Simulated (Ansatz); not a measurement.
**Stack of H-GaAs-Cl chair under honeycomb GaP, unshifted in a perpendicular field**

Wanted: the out-of-plane response of the stack of H-GaAs-Cl chair under honeycomb GaP, unshifted. A positive field points along +c.

Calculated with Ansatz 0.2.0; plane-wave DFT, PBEsol-D3(BJ), Ansatz PAW, in the first sound run; inputs show where later runs differ.

### 1. Set-up

The cell holds 6 atoms: 1 Cl, 1 As, 2 Ga, 1 H and 1 P. Its edges and angles: a = 3.938 Å, b = 3.938 Å, c = 46.393 Å, α = 90.0°, β = 90.0°, γ = 120.0°. Regions: layer 1: H-GaAs-Cl chair, 4 atoms (1 Cl, 1 As, 1 Ga and 1 H); layer 2: honeycomb GaP, 2 atoms (1 P and 1 Ga). Vacuum lies along c.

Coordinates:

```cif
data_structure
_symmetry_space_group_name_H-M 'P 1'
_symmetry_Int_Tables_number 1
_cell_length_a 3.9383
_cell_length_b 3.9383
_cell_length_c 46.3933
_cell_angle_alpha 90.000
_cell_angle_beta 90.000
_cell_angle_gamma 120.000
_cell_volume 623.15
loop_
_atom_site_label
_atom_site_type_symbol
_atom_site_fract_x
_atom_site_fract_y
_atom_site_fract_z
_atom_site_occupancy
Cl1 Cl 0.66667 0.33333 0.41709 1
As2 As 0.66667 0.33333 0.46472 1
Ga3 Ga 0.33333 0.66667 0.48204 1
H4 H 0.33333 0.66667 0.51502 1
P5 P 0.66667 0.33333 0.57429 1
Ga6 Ga 0.33333 0.66667 0.58291 1
```

### 2. Relaxing the slab

The starting cell is a guess, so the in-plane lattice and the atoms are relaxed first, with the slab cut off from its images along the normal.

Input file input.yaml:

```yaml
crystal:
  lattice:
    - [3.93825, 0.0, 0.0]
    - [-1.969125, 3.4106245465, 0.0]
    - [0.0, 0.0, 46.3933333358]
  atoms:
    - { symbol: Cl, position: [0.6666666667, 0.3333333333, 0.4170857882] }
    - { symbol: As, position: [0.6666666667, 0.3333333333, 0.4647219428] }
    - { symbol: Ga, position: [0.3333333333, 0.6666666667, 0.4820376491] }
    - { symbol: H, position: [0.3333333333, 0.6666666667, 0.5150165253] }
    - { symbol: P, position: [0.6666666667, 0.3333333333, 0.5742922834] }
    - { symbol: Ga, position: [0.3333333333, 0.6666666667, 0.5829142118] }
  periodic: [true, true, false]
kpoints:
  mp_grid: { grid: [12, 12, 1] }
hamiltonian:
  xc: pbesol
  dispersion: d3bj
scf:
  occupations: { method: fermi_dirac, width: 0.05 }
  convergence: { dr2_threshold: 1.0e-09 }
relax:
  f_tol: 0.004
  max_steps: 90
  cell: {}
output:
  write_potential: true
  write_density: true
  volumetric_format: npy
```

Run with:

```sh
ansatz run input.yaml --threads 4 --pin off --max-ram 6144MiB --backend cpu --events-out ev --progress --plain --runs-dir out
```

Numbers of over 12 decimals in the logs are rounded to 6 here.

Log:

```text
Warning: relax.cell: scf.convergence.dr2_threshold = 1e-9 eV is looser than the 1.9166019756e-10 eV advised for a relaxation that steers and ends on the stress (1e-10 eV for each atom of the cell: 6, times the square of relax.cell.stress_2d_tol = 0.05 N/m over 17.7 Å (the atoms' height at the walk's start and 5 Å past either face), 2.826e-2 GPa, over a crystal's default 0.05). What an SCF threshold leaves in a stress goes as its square root, and in the free energy as the threshold itself, and one threshold admits the most on a small cell: [figures from the program's tests cut] Set scf.convergence.dr2_threshold to 1.9166019756e-10 eV or tighter. [rest of the remark cut]
Engine: ansatz 0.2.0, aarch64-unknown-linux-gnu
Pseudopotentials: kind: paw
Pseudopotential: Cl, paw, valence charge 7, recommended cutoff 420 eV (normal), Cl.paw.azcp
Pseudopotential: As, paw, valence charge 15, recommended cutoff 420 eV (normal), As.paw.azcp
Pseudopotential: Ga, paw, valence charge 13, recommended cutoff 420 eV (normal), Ga.paw.azcp
Pseudopotential: H, paw, valence charge 1, recommended cutoff 420 eV (normal), H.paw.azcp
Pseudopotential: P, paw, valence charge 5, recommended cutoff 420 eV (normal), P.paw.azcp
Functional definition: PBEsol
  exchange = pbesol_x
  correlation = pbesol_c
Crystal: 6 atoms, lattice volume = 623.150 Å³
Basis set: ecut = 420 eV, 12323 PW (Γ), exchange–correlation on 54×54×640 points (8 copies of the dense FFT grid, shifted against one another)
Bands: 33, of which v1, the nominal top of the filled ones, is band 27 counted from 1 (26 counted from 0)
Symmetry: 6 space group operations
Space group: P3m1 (ITA 156), of the structure as read, at distance tolerance 8.5e-5 Å
k-points: 19 of 144 (time reversal used)
Non-local potential: Cl, projectors of the file, l = 0: 2, l = 1: 2, l = 2: 2
Non-local potential: As, projectors of the file, l = 0: 2, l = 1: 2, l = 2: 3, l = 3: 1
Non-local potential: Ga, projectors of the file, l = 0: 2, l = 1: 2, l = 2: 3, l = 3: 1
Non-local potential: H, projectors of the file, l = 0: 2, l = 1: 1
Non-local potential: P, projectors of the file, l = 0: 2, l = 1: 2, l = 2: 2
PAW form: soft (Blöchl's): semilocal exchange-correlation on the pseudo side does not see the compensation charge
PAW frozen core: Cl, regenerated for the run's functional, and the local potential with it (the file was generated under x = pbe(κ = 0.804, μ = 0.219515), c = pbe(β = 0.066725))
PAW frozen core: As, regenerated for the run's functional, and the local potential with it (the file was generated under x = pbe(κ = 0.804, μ = 0.219515), c = pbe(β = 0.066725))
PAW frozen core: Ga, regenerated for the run's functional, and the local potential with it (the file was generated under x = pbe(κ = 0.804, μ = 0.219515), c = pbe(β = 0.066725))
PAW frozen core: P, regenerated for the run's functional, and the local potential with it (the file was generated under x = pbe(κ = 0.804, μ = 0.219515), c = pbe(β = 0.066725))
PAW one-centre angular grid: Cl, 110 points (default); XC on 64 Gauss nodes
PAW one-centre angular grid: As, 590 points (default); XC on 64 Gauss nodes
PAW one-centre angular grid: Ga, 590 points (default); XC on 64 Gauss nodes
PAW one-centre angular grid: H, 110 points (default); XC on 64 Gauss nodes
PAW one-centre angular grid: P, 110 points (default); XC on 64 Gauss nodes
Initial density: superposition of atomic densities (neutral atoms: chi_scale 0, normalization atom), corrected by the library's trained network
Initial wavefunctions: pseudopotential atomic-orbital guess
Functional: x = pbesol(κ = 0.804, μ = 0.123457), c = pbesol(β = 0.046)
SCF iter   1: F=—  HF=-14117.087676 eV  |F-HF|=—  |Δ(HF+E_count)|=         —  Δρ=2.45e-3  dr2=5.76e-2  ethr=1.77e-3  ⟨swp⟩=12.2  Hψ=3737  notcnv=0
preconditioner: auto → Resta (q_TF=auto, 1.815 Å⁻¹)  ε∞=1.6  [insulator: Δε(μ)=0.608 eV  Ē_g=13.120 eV  σ=0.050 eV  W_gap=0.99  n_scr=26 (ndim 8)  ℏωp=9.9 eV  f_vac=0.756  D(μ)=0.00/eV (n_scr^D=0)  ε∞_Penn≈1.6  vacuum switching on, ρ_ref=1.2e-2 e/Å³]
SCF iter   2: F=—  HF=-14117.076526 eV  |F-HF|=—  |Δ(HF+E_count)|=   1.11e-2  Δρ=1.09e-3  dr2=2.63e-2  ethr=1.07e-4  ⟨swp⟩=4.0  Hψ=1445  notcnv=0  defer=23
SCF iter   3: F=—  HF=-14117.074111 eV  |F-HF|=—  |Δ(HF+E_count)|=   2.42e-3  Δρ=6.20e-4  dr2=1.07e-2  ethr=4.88e-5  ⟨swp⟩=3.3  Hψ=945  notcnv=0  defer=23
SCF iter   4: F=—  HF=-14117.073121 eV  |F-HF|=—  |Δ(HF+E_count)|=   9.89e-4  Δρ=2.82e-4  dr2=1.18e-3  ethr=1.98e-5  ⟨swp⟩=2.1  Hψ=861  notcnv=0  defer=23
SCF iter   5: F=—  HF=-14117.073078 eV  |F-HF|=—  |Δ(HF+E_count)|=   4.32e-5  Δρ=1.18e-4  dr2=1.05e-4  ethr=2.18e-6  ⟨swp⟩=2.9  Hψ=877  notcnv=0  defer=23
SCF iter   6: F=—  HF=-14117.073136 eV  |F-HF|=—  |Δ(HF+E_count)|=   5.74e-5  Δρ=4.86e-5  dr2=1.51e-5  ethr=1.94e-7  ⟨swp⟩=2.7  Hψ=1155  notcnv=0  defer=23
SCF iter   7: F=—  HF=-14117.073145 eV  |F-HF|=—  |Δ(HF+E_count)|=   9.27e-6  Δρ=1.51e-5  dr2=1.41e-6  ethr=2.80e-8  ⟨swp⟩=2.9  Hψ=1208  notcnv=0  defer=23
SCF iter   8: F=—  HF=-14117.073188 eV  |F-HF|=—  |Δ(HF+E_count)|=   4.29e-5  Δρ=5.18e-6  dr2=1.25e-7  ethr=2.61e-9  ⟨swp⟩=2.5  Hψ=1163  notcnv=0  defer=23
SCF iter   9: F=—  HF=-14117.073188 eV  |F-HF|=—  |Δ(HF+E_count)|=   1.29e-7  Δρ=1.52e-6  dr2=1.20e-8  ethr=2.31e-10  ⟨swp⟩=2.9  Hψ=1265  notcnv=0  defer=23
SCF iter  10: F=—  HF=-14117.073188 eV  |F-HF|=—  |Δ(HF+E_count)|=   4.44e-8  Δρ=5.18e-7  dr2=1.70e-9  ethr=2.21e-11  ⟨swp⟩=3.5  Hψ=1382  notcnv=0  defer=23
SCF iter  11: F=-14117.073188 eV  HF=-14117.073188 eV  |F-HF|=5.46e-10  |Δ(HF+E_count)|=   2.94e-9  Δρ=1.61e-7  dr2=3.04e-10  ethr=1.85e-12  ⟨swp⟩=10.3  Hψ=4399  notcnv=0
SCF 1 converged in 11 iterations: F = -14117.073188 eV  dr2 = 3.04e-10
  greatest PAW one-centre occupation: 0.999 electrons in one spin orbital (limit 2), on the As atom at site 1 (counted from 0), in its partial waves of l = 2
relax step   1: F+E_penalty+E_count = -14117.07318789 eV  Δ(F+E_penalty+E_count) = +0.000e0 eV  max|allowed force component| = 6.911e-1 eV/Å  Δτ_max = 0.0000 Å  P = -1.362 N/m  Ω = 623.150 Å³  fix = [c, alpha, beta]  reactions: c -0.000 N/m  (11 SCF iters, accepted)
Crystal: 6 atoms, lattice volume = 617.700 Å³
Basis set: ecut = 420 eV, 12179 PW (Γ), exchange–correlation on 54×54×640 points (8 copies of the dense FFT grid, shifted against one another)
Initial density: handed on by an earlier stage of this run
Initial wavefunctions: those handed on with the density
iter 1 solved again at ethr=3.33e-4 eV; its pass at ethr=3.10e-3 eV (dr2=1.80e-1 eV) is discarded
[...]
relax step   6: F+E_penalty+E_count = -14117.17629718 eV  Δ(F+E_penalty+E_count) = -9.168e-3 eV  max|allowed force component| = 1.101e-1 eV/Å  Δτ_max = 0.0837 Å  P = -0.237 N/m  Ω = 621.081 Å³  energy of the carried Pulay correction = +1.013e-4 eV  fix = [c, alpha, beta]  reactions: c -0.000 N/m  (9 SCF iters, accepted)
relax step   7: F+E_penalty+E_count = -14117.21906647 eV  Δ(F+E_penalty+E_count) = -4.277e-2 eV  max|allowed force component| = 1.748e-1 eV/Å  Δτ_max = 0.1945 Å  P = -0.654 N/m  Ω = 621.831 Å³  energy of the carried Pulay correction = +6.453e-5 eV  fix = [c, alpha, beta]  reactions: c -0.000 N/m  (10 SCF iters, accepted)
relax step   8: F+E_penalty+E_count = -14117.21264932 eV  Δ(F+E_penalty+E_count) = +6.417e-3 eV  max|allowed force component| = 3.686e-1 eV/Å  Δτ_max = 0.1943 Å  P = -1.039 N/m  Ω = 620.132 Å³  energy of the carried Pulay correction = +1.479e-4 eV  fix = [c, alpha, beta]  (11 SCF iters, rejected (line search))
relax step   9: F+E_penalty+E_count = -14117.23293337 eV  Δ(F+E_penalty+E_count) = -1.387e-2 eV  max|allowed force component| = 1.069e-1 eV/Å  Δτ_max = 0.0940 Å  P = +0.100 N/m  Ω = 614.530 Å³  energy of the carried Pulay correction = +4.243e-4 eV  fix = [c, alpha, beta]  reactions: c +0.000 N/m  (10 SCF iters, accepted)
relax step  10: F+E_penalty+E_count = -14117.23606412 eV  Δ(F+E_penalty+E_count) = -3.131e-3 eV  max|allowed force component| = 1.146e-1 eV/Å  Δτ_max = 0.0349 Å  P = +0.158 N/m  Ω = 613.778 Å³  energy of the carried Pulay correction = +4.616e-4 eV  fix = [c, alpha, beta]  reactions: c +0.000 N/m  (9 SCF iters, accepted)
relax step  11: F+E_penalty+E_count = -14117.23611490 eV  Δ(F+E_penalty+E_count) = -5.078e-5 eV  max|allowed force component| = 9.553e-2 eV/Å  Δτ_max = 0.0318 Å  P = +0.077 N/m  Ω = 613.113 Å³  energy of the carried Pulay correction = +4.946e-4 eV  fix = [c, alpha, beta]  reactions: c +0.000 N/m  (10 SCF iters, accepted)
relax step  12: F+E_penalty+E_count = -14117.23671881 eV  Δ(F+E_penalty+E_count) = -6.039e-4 eV  max|allowed force component| = 1.264e-2 eV/Å  Δτ_max = 0.0146 Å  P = +0.005 N/m  Ω = 614.204 Å³  energy of the carried Pulay correction = +4.405e-4 eV  fix = [c, alpha, beta]  reactions: c +0.000 N/m  (9 SCF iters, accepted)
relax step  13: F+E_penalty+E_count = -14117.23673731 eV  Δ(F+E_penalty+E_count) = -1.850e-5 eV  max|allowed force component| = 1.679e-3 eV/Å  Δτ_max = 0.0038 Å  P = +0.002 N/m  Ω = 614.211 Å³  energy of the carried Pulay correction = +4.401e-4 eV  fix = [c, alpha, beta]  reactions: c +0.000 N/m  (8 SCF iters, accepted)
Initial wavefunctions: pseudopotential atomic-orbital guess (no wavefunctions were taken with the density)
iter 1 solved again at ethr=9.52e-7 eV; its pass at ethr=3.10e-3 eV (dr2=5.14e-4 eV) is discarded
SCF iter   1: F=—  HF=-14117.236279 eV  |F-HF|=—  |Δ(HF+E_count)|=         —  Δρ=8.53e-6  dr2=1.00e-7  ethr=9.52e-7  ⟨swp⟩=4.8  Hψ=6499  notcnv=0
eigensolver tolerance schedule: the retry pair's looser diagonalisation over-reported the residual by 5116.08 of it (diagonalisation noise at an unbounded share of the residual, at the tolerance the schedule requests for it); recorded, not acted on — ethr = c·dr2/N_el stays at c = 1.0e-1
preconditioner: auto → Resta (q_TF=auto, 1.819 Å⁻¹)  ε∞=1.5  [insulator: Δε(μ)=0.886 eV  Ē_g=13.411 eV  σ=0.050 eV  W_gap=1.00  n_scr=26 (ndim 8)  ℏωp=9.9 eV  f_vac=0.769  D(μ)=0.00/eV (n_scr^D=0)  ε∞_Penn≈1.5  vacuum switching on, ρ_ref=1.3e-2 e/Å³]
SCF iter   2: F=—  HF=-14117.236325 eV  |F-HF|=—  |Δ(HF+E_count)|=   4.60e-5  Δρ=5.35e-6  dr2=5.99e-8  ethr=1.86e-10  ⟨swp⟩=5.1  Hψ=2096  notcnv=0
SCF iter   3: F=—  HF=-14117.236325 eV  |F-HF|=—  |Δ(HF+E_count)|=   5.97e-8  Δρ=1.72e-6  dr2=3.61e-8  ethr=1.11e-10  ⟨swp⟩=2.4  Hψ=1073  notcnv=0
SCF iter   4: F=—  HF=-14117.236325 eV  |F-HF|=—  |Δ(HF+E_count)|=   7.18e-9  Δρ=9.53e-7  dr2=4.92e-8  ethr=6.68e-11  ⟨swp⟩=2.8  Hψ=939  notcnv=0
SCF iter   5: F=-14117.236325 eV  HF=-14117.236325 eV  |F-HF|=3.89e-10  |Δ(HF+E_count)|=   4.94e-9  Δρ=3.29e-7  dr2=9.68e-10  ethr=1.85e-12  ⟨swp⟩=14.6  Hψ=5637  notcnv=0
SCF 14 converged in 5 iterations: F = -14117.236325 eV  dr2 = 9.68e-10
relax step  14: F+E_penalty+E_count = -14117.23632533 eV  Δ(F+E_penalty+E_count) = +4.120e-4 eV  max|allowed force component| = 1.726e-3 eV/Å  Δτ_max = 0.0000 Å  P = -0.001 N/m  Ω = 614.211 Å³  fix = [c, alpha, beta]  reactions: c -0.000 N/m  stress off target by 5.70e-4 N/m on what of the cell is left free  SCF on the basis re-selected at this cell (its energy is not comparable with the rows above)  (5 SCF iters)
basis re-selected at this cell: Δ(F+E_penalty+E_count) = +4.120e-4 eV, ΔP = -0.003 N/m vs the last step (what re-selecting the basis moved, of the pressure what is left beyond the Pulay correction that the steps carried, after the strain that the cell walked since its last selection, with what the two solves' SCF thresholds leave and, on support functions, any second-order correction that the steps lacked; it is no m [...]
SCF converged after 5 iterations
Free energy (F): -14117.236325 eV
Harris-Foulkes:  -14117.236325 eV  (|F-HF|=3.89e-10)
Internal energy: -14117.236316 eV  (E = F + TS)
E sigma→0 (E₀):  -14117.236321 eV
Entropy (-TS):   -0.000009 eV (-0.002 meV/atom)
Fermi energy:    -5.058499 eV
--- Per-component energies (eV) ---
  E_band       = -1099.167138
  E_kinetic    = 577.305523
  E_local      = -182940.451431  (includes V_loc(G=0)·N_el)
  E_nonlocal   = 247.306385
  E_hartree    = 90998.608451
  E_xc         = -389.854993
  E_vxc        = -386.626291  (∫ρ·V_xc dr)
  E_paw        = -6886.648175  (= ΣΔE_a)
  E_vpaw       = -593.911663  (= ΣTr[D̂ρ^β])
  E_aug_tail   = -0.001309  (compensation charges beyond the density's cutoff)
  E_ewald      = 84274.556373
  E_disp       = -0.874052  (pairwise vdW)
  E_core_change = 2.816913  (= ΣΔE_core)
  E_smearing   = -0.000009  (= −TS)
  E_closure    = -0.000000  (closes the sum)
  Σ components = -14117.236325   (vs F -14117.236325, Δ=0.00e0)
--- Forces (eV/Å), atoms counted from 1 ---
  atom   1  Cl    -0.00000000    -0.00000000    -0.00090550
  atom   2  As    -0.00000000     0.00000000     0.00155808
  atom   3  Ga    -0.00000000    -0.00000000    -0.00172574
  atom   4  H      0.00000000     0.00000000    -0.00045690
  atom   5  P      0.00000000     0.00000000    -0.00014416
  atom   6  Ga    -0.00000000    -0.00000000     0.00167302
  max |Σ_I F_I| component: 1.22e-6 eV/Å
--- 2D stress c σ (N/m, compression-positive) ---
       -0.000570      -0.000000      -0.000000
       -0.000000      -0.000570       0.000000
       -0.000000       0.000000      -0.000000
  P = ½ c Tr σ = -0.0006 N/m
--- Band table (eV; the first three rows and the last of 19) ---
  k-point 0: bands = [... 23 lower, -6.3317, -6.3317, -5.8382, -5.8382, -4.6360, -4.2874, -3.2332, -1.6119, ... 2 higher]
  k-point 1: bands = [... 23 lower, -6.7501, -6.5053, -6.4552, -5.9763, -4.2190, -3.8627, -2.8748, -1.7633, ... 2 higher]
  k-point 2: bands = [... 23 lower, -7.6761, -6.7414, -6.6694, -6.3058, -4.0949, -3.3651, -2.4878, -1.5179, ... 2 higher]
  k-point 18: bands = [... 23 lower, -8.9897, -8.6401, -8.3765, -5.5222, -3.9070, -3.2413, -1.9386, 0.0569, ... 2 higher]
  the weakly bound empty levels are not read free of the cell's end (no_gap_told)
--- Relaxed structure (13 steps of the walk, 12 accepted, 1 SCFs on fresh bases) ---
  F+E_penalty+E_count = -14117.23632533 eV   max|allowed force component| = 1.726e-3 eV/Å   (the final SCF, on the basis selected at the relaxed cell)
  cell:  # Å, volume = 614.2114 Å³
    - [3.909902, 0, 0]
    - [-1.954951, 3.386074, 0]
    - [0, 0, 46.3933333358]
  atoms:
    - { symbol: Cl, position: [0.666667, 0.333333, 0.422022] }
    - { symbol: As, position: [0.666667, 0.333333, 0.468752] }
    - { symbol: Ga, position: [0.333333, 0.666667, 0.486130] }
    - { symbol: H, position: [0.333333, 0.666667, 0.520290] }
    - { symbol: P, position: [0.666667, 0.333333, 0.573987] }
    - { symbol: Ga, position: [0.333333, 0.666667, 0.564888] }
```

Run time: 2.2 min. Hardware: 4 threads of Arm Neoverse V2, shared host; peak memory 1.1 GiB.

The steps of the relaxation:

```tsv
step	energy less that of the first step (eV)	largest force component (eV/Å)	volume (Å³)
1	0.0000	0.6911	623.15
2	-0.0617	0.1683	617.70
3	-0.0838	0.0864	614.29
4	-0.0900	0.0596	617.05
5	-0.0939	0.0545	619.30
6	-0.1031	0.1101	621.08
7	-0.1459	0.1748	621.83
8	-0.1395	0.3686	620.13
9	-0.1597	0.1069	614.53
10	-0.1629	0.1146	613.78
11	-0.1629	0.0955	613.11
12	-0.1635	0.0126	614.20
13	-0.1635	0.0017	614.21
14*	-0.1631	0.0017	614.21
```

Relaxation steps marked * repeat the geometry before them on a plane-wave basis chosen anew for their cell, so energy and pressure can jump there. Relaxation step 8 was tried and not accepted.

The run keeps the 6 symmetry operations that it works with, so distortions that break them were not tested.

```tsv
cell as run	before	after	change
a (Å)	3.938	3.910	-0.7 %
b (Å)	3.938	3.910	-0.7 %
```

The atoms that moved most (Å, along periodic axes as changes of fractional coordinates times the final cell, across vacuum about the mean position):

```tsv
atom	dx	dy	dz	length
Ga6	0.000	0.000	-0.836	0.836
H4	0.000	0.000	0.245	0.245
Cl1	0.000	0.000	0.229	0.229
Ga3	0.000	0.000	0.190	0.190
As2	0.000	0.000	0.187	0.187
P5	0.000	0.000	-0.014	0.014
```

The relaxed structure:

```xyz
6
Lattice="3.9099 0.0000 0.0000 -1.9550 3.3861 0.0000 0.0000 0.0000 46.3933" Properties=species:S:1:pos:R:3
Cl    1.9550    1.1287   19.5790
As    1.9550    1.1287   21.7470
Ga    0.0000    2.2574   22.5532
H     0.0000    2.2574   24.1380
P     1.9550    1.1287   26.6292
Ga    0.0000    2.2574   26.2070
```

The lattice constant a goes from 3.938 to 3.910 Å.

[end of part 1 of 4]

[Logs are printed without paths, hosts, clocks, repeated set-up lines and the standing remarks that a program may print on its own settings, such as how far it seeks lower states.]

[Hosts, paths, dates, database ids (printed as entryN), source tags and the programs' standing remarks are cut or masked in the printed files.]

[Maps of the electrostatic potential energy from Ansatz leave out the sawtooth potential of an applied field or a dipole correction, so their vacuum need not be flat; planar profiles and work functions include it.]
